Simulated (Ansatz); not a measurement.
**Effect of pressure 10 GPa on BaSnO3**

Consider BaSnO3 in the cubic perovskite structure (space group Pm-3m, No. 221; a = 4.131 Å).

The change: cell and atoms relaxed at a pressure of 10 GPa.

Level of theory: r2SCAN (Ansatz, a quantum-chemistry and plane-wave program, PAW, scalar-relativistic without spin-orbit coupling). k-mesh 8×8×8 (Γ-centred); smearing 0.05 eV (Fermi–Dirac).

```tsv
quantity	base	changed	shift
volume per atom	14.10 Å³	13.34 Å³	-0.76 Å³
density	7.16 g/cm³	7.57 g/cm³	+0.41 g/cm³
shortest interatomic distance	2.066 Å	2.028 Å	-0.038 Å
enthalpy H = E + PV relative to the base's energy	–	+0.86 eV/atom	–
band gap	1.56 eV	2.31 eV	+0.75 eV
gap character	indirect, R → Γ	indirect, R → Γ	–
mean gap deformation potential ΔEg/Δln V	–	-13.5 eV	–
width of the top valence band	1.00 eV	1.02 eV	+0.02 eV
electron mass	0.19 mₑ (at Γ)	0.22 mₑ (at Γ)	–
```

Cost of the whole job for the changed cell (relaxation, final SCF and bands): roughly 60 core-seconds.

Load acts through the strain it causes; cell and atoms are relaxed under it. Masses are band curvatures over ±0.01 Å⁻¹ around the edge. No phonon test of stability was made. No other phases were tried under pressure.
